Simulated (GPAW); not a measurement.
Input of a GPAW 26.7.0 run:

The input run.py:

```python
from ase.eos import EquationOfState
from ase.io import Trajectory, read
from ase.units import GPa
from gpaw import GPAW, PW

atoms = read('BP.xyz')

traj = Trajectory('eos.traj', 'w')
volumes, energies = [], []
for x in [0.94, 0.96, 0.98, 1.0, 1.02, 1.04, 1.06]:
    a = atoms.copy()
    a.set_cell(atoms.cell * x**(1 / 3), scale_atoms=True)
    calc = GPAW(mode=PW(800),
                xc='MGGA_X_SCAN+MGGA_C_SCAN',
                kpts={'size': (10, 10, 10), 'gamma': True},
                occupations={'name': 'fermi-dirac', 'width': 0.05},
                nbands=11,
                convergence={'density': 1e-05, 'energy': 1e-05},
                maxiter=150,
                txt=f'eos-{x:.2f}.txt')
    a.calc = calc
    energies.append(a.get_potential_energy(force_consistent=True))
    volumes.append(a.get_volume())
    p = -a.get_stress()[:3].mean() / GPa
    calc.write(f'eos-{x:.2f}.gpw')
    traj.write(a)
    print(f'{x:.2f} {volumes[-1]:10.4f} A^3 {energies[-1]:14.6f} eV {p:9.3f} GPa', flush=True)

v0, e0, B = EquationOfState(volumes, energies, eos='birchmurnaghan').fit()
print(f'V0 = {v0:.4f} A^3, E0 = {e0:.6f} eV, B0 = {B / GPa:.2f} GPa')
```

The input BP.xyz:

```xyz
2
Lattice="0.0000000000 2.2690000000 2.2690000000 2.2690000000 0.0000000000 2.2690000000 2.2690000000 2.2690000000 0.0000000000" Properties=species:S:1:pos:R:3 pbc="T T T"
P      3.4035000000      3.4035000000      3.4035000000
B      0.0000000000      0.0000000000      0.0000000000
```

Potentials or basis: GPAW PAW data sets (gpaw-data 1.2.1), pw.

Command:

```console
$ OMP_NUM_THREADS=1 python run.py
```

Task: What does it give for the equilibrium volume?

Result: 11.61 Å³/atom (rough: see the caveat).

Task: What does it give for the bulk modulus?

Result: 176 GPa (rough).

Energy against volume, from the lowest point:
```
volume (Å³/atom)  energy (meV/atom)
          10.981              20.25
          11.214               7.73
          11.448               1.13
          11.682               0.00
          11.915               4.24
          12.149              12.68
          12.383              25.30
```

Caveat: the points scatter about the fit; the PAW data sets were made with another functional, which shifts forces and pressure a little.
